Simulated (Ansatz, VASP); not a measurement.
# Two plane-wave programs on Rh

INCAR

```
PREC = Accurate
ENCUT = 520
EDIFF = 1E-6
ISMEAR = 0
SIGMA = 0.15
LREAL = False
LASPH = True
NELM = 80
ALGO = Normal
ISIF = 2
LWAVE = False
LCHARG = True
GGA = CA
LELF = True
LVHAR = True
NBANDS = 14
```

The input KPOINTS:

```
Automatic mesh
0
Gamma
  24 24 24
```

Contents of POSCAR:

```
Rh
1.0
    0.0000000000      1.9015500000      1.9015500000
    1.9015500000      0.0000000000      1.9015500000
    1.9015500000      1.9015500000      0.0000000000
Rh
1
Direct
    0.0000000000      0.0000000000      0.0000000000
```

Input for Ansatz:

```yaml
crystal:
  lattice:
    - [0.0, 1.90155, 1.90155]
    - [1.90155, 0.0, 1.90155]
    - [1.90155, 1.90155, 0.0]
  atoms:
    - { symbol: Rh, position: [0.0, 0.0, 0.0] }
basis:
  ecutwfc: 420
kpoints:
  mp_grid: { grid: [24, 24, 24] }
hamiltonian:
  xc: lda
scf:
  occupations: { method: gaussian, width: 0.15 }
output:
  forces: true
  stress: true
  eigenvalues: true
```

Alike in both runs: task single point; functional LDA; k mesh 24 × 24 × 24; occupations gaussian, width 0.15 eV; no spin polarisation.

|  | VASP | Ansatz |
| --- | --- | --- |
| version | VASP 6.6.1 | Ansatz 0.2.0 |
| potentials or method | VASP PAW LDA potentials, release 64 (Rh_pv) | scalar-relativistic, plane waves, PAW |
| plane-wave cutoff (eV) | 520 | 420 |
| valence electrons in the cell | 15 | 17 |

VASP gave:

- gap on the k mesh at the Fermi level (eV): none
- pressure (GPa): -10.4

**Question.** Which values does Ansatz return?

**Answer.** gap on the k mesh at the Fermi level (eV): none; pressure (GPa): -11.2.

A gap of «none» marks a metal or a gap that the smearing closes. The two sets of potentials don't hold the same shells in valence.
